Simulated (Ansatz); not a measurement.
ZrO$_{2}$:
```
CELL_PARAMETERS angstrom
      3.62080     0.00000     0.00000
      0.00000     3.62080     0.00000
      0.00000     0.00000     5.28381
ATOMIC_POSITIONS crystal
  Zr 0.00000 0.00000 0.00000
  Zr 0.50000 0.50000 0.50000
  O  0.00000 0.50000 0.30744
  O  0.00000 0.50000 0.80744
  O  0.50000 0.00000 0.19256
  O  0.50000 0.00000 0.69256
```

Relaxed with PBE. Special points in fractions of this cell's reciprocal vectors: Γ (0.000, 0.000, 0.000); X (0.000, 0.500, 0.000); M (0.500, 0.500, 0.000); Z (0.000, 0.000, 0.500); R (0.000, 0.500, 0.500); A (0.500, 0.500, 0.500).

Q: List the band energies nearest the valence-band maximum at these points for PBE in the plane-wave PAW code Ansatz.

A: In eV from the valence-band maximum; about four levels below and three above (degenerate sets whole), none deeper than 8.9 eV; points with the same levels are listed once.

```csv
k,below,above
Γ,-0.86 -0.17 -0.10 -0.10,4.04 4.56 5.16
X,-1.38 -1.38 -0.13 -0.13,4.43 4.43 5.35 5.35
M,-0.77 -0.77 -0.55 -0.55,5.05 5.05 5.51 5.51
Z,-0.61 -0.61 -0.03 -0.03,4.55 4.55 5.22 5.22
R,-1.30 -1.30 -0.80 -0.80,4.51 4.51 4.86 4.86
A,-1.52 -1.52 -0.13 -0.13,5.09 5.09 5.71 5.71
```

Space group P4_2/nmc. This is a known high-temperature phase of the composition, computed here at zero pressure and temperature. The cell was relaxed with PBE under the symmetry of its start; whether a distortion lowers the energy is not shown. The run is not spin-polarised. Scalar-relativistic: spin–orbit coupling is off unless named, which matters more the heavier the elements.

Potentials: the earlier of the program's two PAW sets.
